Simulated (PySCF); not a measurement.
Structure with atom numbers: `[CH:1]#[C:2][c:3]1[cH:4][cH:5][cH:6][cH:7][cH:8]1`; H(Xn) means a hydrogen on atom n.

GIAO PBE0/pcSseg-1 shifts (PySCF, gas phase, non-relativistic, equivalent atoms averaged), each against references optimised in the same way as the molecule (TMS).

On the GFN2-xTB geometry: C4/C8 139.6, C6 134.0, C5/C7 133.8, C3 126.9, C2 89.2, C1 87.4, H(C4)/H(C8) 7.90, H(C5)/H(C7) 7.63, H(C6) 7.61, H(C1) 2.81 ppm.

Task: What changes on the PBE0-D3(BJ)/def2-SVP geometry?

Result: 
```tsv
atoms	δ (ppm)	change
C4/C8	139.7	+0.1
C6	134.0	+0.0
C5/C7	133.5	-0.3
C3	127.4	+0.5
C2	87.2	-2.0
C1	87.0	-0.4
H(C4)/H(C8)	7.67	-0.23
H(C5)/H(C7)	7.44	-0.19
H(C6)	7.42	-0.19
H(C1)	3.19	+0.38
```

Bonds between heavy atoms that differ most (equivalent bonds averaged): C1–C2 1.200 → 1.213 Å, C2–C3 1.416 → 1.429 Å, C3–C4 1.395 → 1.406 Å, C5–C6 1.386 → 1.395 Å, C4–C5 1.382 → 1.391 Å. Mean change of bonds to hydrogen: C–H +0.014 Å.
